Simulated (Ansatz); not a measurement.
The calculation used DFT PBE, scalar-relativistic, plane waves, PAW (Ansatz 0.2.0). All cells share a 420 eV cutoff and Γ-centred k meshes spaced at most about 0.3 Å⁻¹ (about 0.25 or finer for metals, 2π included). No spin polarisation.

All energies are static (0 K, no zero-point motion).

Compare these two cells of Na2H5, each relaxed at this level.

1.

```
Na H
1.0
     4.12259    0.00000    0.00000
    -2.06129    3.57027    0.00000
     0.00000    0.00000    8.99142
Na H
2 5
Direct
  0.00000 0.00000 0.72062
  0.00000 0.00000 0.27938
  0.33333 0.66667 0.04358
  0.33333 0.66667 0.95642
  0.66667 0.33333 0.95642
  0.66667 0.33333 0.04358
  0.00000 0.00000 0.50000
```

2.

```
Na H
1.0
    -2.79087    2.79087    3.31588
     2.79087   -2.79087    3.31588
     2.79087    2.79087   -3.31588
Na H
2 5
Direct
  0.75000 0.25000 0.50000
  0.25000 0.75000 0.50000
  0.77876 0.00000 0.77876
  0.22124 0.00000 0.22124
  0.00000 0.22124 0.22124
  0.00000 0.77876 0.77876
  0.00000 0.00000 0.00000
```

Question: Which is lower in energy, and by how much?

Answer: Cell 1 is lower, by 0.39 eV/atom. Cell 1 has space group P6/mmm (No. 191), 18.9 Å³/atom and no gap on its mesh; cell 2 has space group I4/mmm (No. 139), 14.8 Å³/atom and no gap. Counting H atoms around Na (those within 1.25 times the shortest such distance or 1.15 times the sum of covalent radii), cell 1 has Na 1 and cell 2 has Na 4. Cell 1 holds H–H pairs as short as in free H₂ molecules (shortest 0.78 Å); in cell 2 the shortest H–H distance is 1.23 Å. Even the lower one lies +0.16 eV/atom against the reference forms of the elements (uncorrected), so neither is stable at this level. In cell 1, around Na lies 1 H at 1.98 Å; H on a site of symmetry 3m is surrounded by 1 H at 0.78 Å; H on a site of symmetry 6/mmm is surrounded by 2 Na at 1.98 Å. In cell 2, around Na lie 4 H at 2.27 Å; H on a site of symmetry m2m has 1 H at 1.23 Å, 2 H at 1.75 Å and 2 Na at 2.27 Å; around H on a site of symmetry 4/mmm lie 4 H at 1.23 Å (long contacts). Both come from invented guesses.

No dispersion correction is applied, so the spacing and binding between layers, chains or molecules are poorly described (P6/mmm), and this can change margins and order among such cells. With hydrogen, zero-point motion can shift such differences by 10 meV/atom or more. Cells relaxed within their symmetry can be saddle points.
